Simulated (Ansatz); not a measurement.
# Ti: what symmetry allows forces and stress to be

```
Ti
1.0
     4.91454    0.00000    0.00000
    -2.45727    4.25612    0.00000
     0.00000    0.00000    2.78671
Ti
3
Cartesian
  0.0000 0.0000 0.0000
  0.0000 2.8374 1.3209
  2.4573 1.4187 1.4658
```

Method: Ansatz 0.2.0, DFT PBE, scalar-relativistic, plane waves, PAW.

Plane waves to 420 eV, a k mesh through Γ of 9×9×14 on the computed 3-atom cell and Gaussian smearing (0.10 eV); no spin polarisation.

This distorted cell has space group P-3m1, with 12 operations.

Problem. Without a calculation: in which directions can each atom feel a force?

Solution. A force must be left unchanged by every operation that keeps its atom in place, so it lies in the space that those operations leave fixed. Atoms that the group maps onto each other feel forces of one size.
| atom | site symmetry | operations at the site | equivalent to atom | allowed force (Cartesian) |
| --- | --- | --- | --- | --- |
| Ti1 | -3m. | 12 | 1 | none |
| Ti2 | 3m. | 6 | 2 | along (0.00, 0.00, 1.00) |
| Ti3 | 3m. | 6 | 2 | along (0.00, 0.00, 1.00) |

That leaves 1 independent force component of 9. A relaxation in this cell that keeps the symmetry moves the atoms in these directions alone.

Problem. And the stress tensor?

Solution. It must be invariant under the point group, which leaves 2 independent components: yz, xz, xy vanish; xx = yy.

Problem. Do the computed values obey this?

Solution. Yes. Forces (eV/Å):
```
Ti1  0.000  0.000  0.000
Ti2  0.000  0.000  0.213
Ti3  0.000  0.000 -0.213
```

Stress (GPa, compression positive, xx yy zz yz xz xy): -14.43 -14.43 -2.80 0.00 0.00 0.00. The program imposes the same operations on density, forces and stress, so this confirms the analysis and is no independent test of the calculation.

This form isn't the element's structure at ambient conditions.

Cost: 1 run of about 0.34 core-minutes, on Arm Neoverse N1 (shared hosts).